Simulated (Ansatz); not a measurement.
# Na2S, space group Fm-3m: Wannier functions of the valence bands

Computed with the Python package of Ansatz (0.2.0).

Typed at the interpreter:
```pycon
>>> from pathlib import Path
>>> import ansatz as az
>>> import tomllib
>>> params = {
...     "functional": "pbe",
...     "kgrid": (6, 6, 6),
...     "occupations": "fixed",
... }
>>> lattice = az.Lattice.of(
...     (0.0, 3.2735, 3.2735),
...     (3.2735, 0.0, 3.2735),
...     (3.2735, 3.2735, 0.0),
... )
>>> sites = [
...     ("Na", (0.25, 0.25, 0.25)),
...     ("Na", (0.75, 0.75, 0.75)),
...     ("S", (0.0, 0.0, 0.0)),
... ]
>>> na2s = az.Crystal(lattice=lattice)
>>> for symbol, position in sites:
...     na2s = na2s.atom(symbol, position)
...
>>> na2s.resolved().sites[-1]
Site(symbol='S', position=(0.0, 0.0, 0.0), moment=None, axis=None, held=None, saved=None)
>>> calc = (
...     na2s.calculation()
...     .functional(params["functional"])
...     .kpoints(*params["kgrid"])
...     .basis(31 * az.Ry)
...     .occupations(params["occupations"])
...     .wannier(mesh=(4, 4, 4), projections=[az.TrialShell("S", "p")], minimise=True)
... )
>>> result = calc.run(threads=1, runs_dir="w90")
>>> spreads = tomllib.loads(Path(result.output_folder, "results", "wannier.spreads.toml").read_text())
>>> print("converged:", spreads["converged"], "in", spreads["n_iter"], "steps; least projectability", round(spreads["least_projectability"], 3))
converged: True in 22 steps; least projectability 0.926
>>> print("invariant, diagonal, off-diagonal spread (A^2):", *(round(spreads[k], 4) for k in ("omega_i_ang2", "omega_d_ang2", "omega_od_ang2")))
invariant, diagonal, off-diagonal spread (A^2): 5.7481 0.0 0.0549
>>> for function in spreads["wannier"]:
...     print("centre", [round(v, 3) for v in function["r"]], "spread", round(function["spread"], 4))
...
centre [0.0, -0.0, 0.0] spread 1.9343
centre [-0.0, -0.0, -0.0] spread 1.9343
centre [0.0, 0.0, -0.0] spread 1.9343
```

The structure is a deposited one; some such entries were measured under pressure or heat, so a shift against it needn't be the functional's error alone. The whole script took 2.2 s on 1 thread of Arm Neoverse V2, with other jobs on the host, peak memory 0.33 GiB.
